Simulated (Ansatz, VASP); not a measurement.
C: VASP beside Ansatz

The input INCAR:

```
SYSTEM = C
PREC     = Accurate       ! precision mode
ENCUT    = 520            ! plane-wave cutoff, eV
EDIFF    = 1E-6           ! SCF threshold, eV
ISMEAR   = 0              ! smearing method
SIGMA    = 0.05           ! smearing width, eV
LREAL    = .False.        ! projectors in reciprocal space
LASPH    = .True.         ! aspherical terms in the spheres
NELM     = 100            ! most SCF steps
ALGO     = Normal         ! electronic algorithm
ISIF     = 2              ! what is computed and relaxed
LWAVE    = .False.        ! write WAVECAR
LCHARG   = .True.         ! write CHGCAR
GGA      = PE             ! functional
IVDW     = 12             ! dispersion correction
LELF     = .True.         ! ELF
LVHAR    = .True.       
NBANDS   = 11             ! bands
```

KPOINTS

```
Automatic mesh
0
Gamma
  15 15 15
  0 0 0
```

The input POSCAR:

```
C
1.0
    1.2222687308      0.7056771807      3.3334883167
   -1.2222687308      0.7056771807      3.3334883167
    0.0000000000     -1.4113543615      3.3334883167
C
2
Direct
    0.1760162971      0.1760162971      0.1760162971
    0.8239837029      0.8239837029      0.8239837029
```

Input for Ansatz:

```yaml
crystal:
  lattice:
    - [1.2222687308, 0.7056771807, 3.3334883167]
    - [-1.2222687308, 0.7056771807, 3.3334883167]
    - [0.0, -1.4113543615, 3.3334883167]
  atoms:
    - { symbol: C, position: [0.1760162971, 0.1760162971, 0.1760162971] }
    - { symbol: C, position: [0.8239837029, 0.8239837029, 0.8239837029] }
basis:
  ecutwfc: 520.0
kpoints:
  mp_grid: { grid: [15, 15, 15] }
hamiltonian:
  xc: pbe
  dispersion: d3bj
scf:
  occupations: { method: gaussian, width: 0.05 }
output:
  forces: true
  stress: true
  eigenvalues: true
```

Change from the starting cell: mode 4 frozen in at +0.095 Å, equal normal strain along x, y and z -0.0083.

Alike in both runs: task single point; functional PBE; dispersion D3(BJ); k mesh 15 × 15 × 15; occupations gaussian, width 0.05 eV; no spin polarisation.

|  | VASP | Ansatz |
| --- | --- | --- |
| version | VASP 6.6.1 | Ansatz 0.2.0 |
| potentials or method | VASP PAW PBE potentials, release 64 (C) | scalar-relativistic, plane waves, PAW |
| plane-wave cutoff (eV) | 520 | 520 |
| valence electrons in the cell | 8 | 8 |

|  | VASP | Ansatz | Ansatz less VASP |
| --- | --- | --- | --- |
| gap on the k mesh at the Fermi level (eV) | 0.41 | 0.41 | -0.001 |
| least direct gap on the mesh (eV) | 0.41 | 0.41 | -0.001 |
| pressure (GPa) | 6.0 | 5.5 | -0.47 |
| largest component of the traceless stress (GPa) | 11.09 | 10.56 | -0.535 |
| rms of the force components (eV/Å) | 1.806 | 1.813 | +0.0068 |

Atom by atom the forces differ by 0.007 eV/Å (rms over components).

Caveats: an odd mesh through Γ misses points on the zone boundary, where band edges often lie; forces of over 1 eV/Å show positions far from the minimum, so gaps and moduli don't describe the material at rest.
